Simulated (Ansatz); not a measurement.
Au: phonons with LDA

Au:

```
Au
1.0
     2.90000    0.00000    0.00000
    -1.45000    2.51147    0.00000
     0.00000    0.00000    4.88000
Au
2
Cartesian
  1.4500 0.8372 1.2200
  0.0000 1.6743 3.6600
```

This isn't the form of Au at room conditions, which is fcc.

```
Program             : Ansatz 0.2.0
Task                : phonons
Functional          : LDA
Potentials or basis : Ansatz PAW
Cutoff              : 420 eV (not typed: the program's choice for these potentials)
k mesh              : 8 × 8 × 5
Occupations         : fermi-dirac, width 0.05 eV
Spin                : no spin polarisation
```

```json
{
 "Band gap on the k mesh": "none (metal or under the smearing width)",
 "Highest phonon frequency at Γ": "123 cm⁻¹"
}
```

Levels at points of the mesh, in eV from the Fermi level:
| k point | band 17 | band 18 | band 19 | band 20 | band 21 | band 22 |
| --- | --- | --- | --- | --- | --- | --- |
| (0.00, 0.00, 0.00) | -3.38 | -2.10 | -2.10 | -1.01 | 2.42 | 14.60 |
| (0.00, -0.50, 0.00) | -1.79 | -1.62 | 0.37 | 1.48 | 5.56 | 6.96 |
| (-0.50, 0.00, 0.00) | -1.79 | -1.62 | 0.37 | 1.48 | 5.56 | 6.96 |

Phonon frequencies in cm⁻¹ (negative: imaginary):
```tsv
q point	frequencies
(0.000, 0.000, 0.000)	0 0 0 30 30 123
```

Wall time 14 s on 2 threads of Intel(R) Xeon(R) Processor @ 2.50GHz (Skylake/Cascade Lake), with other jobs on the host, peak memory 0.47 GiB.

 Spin-orbit coupling is left out, which matters for the levels of Au.
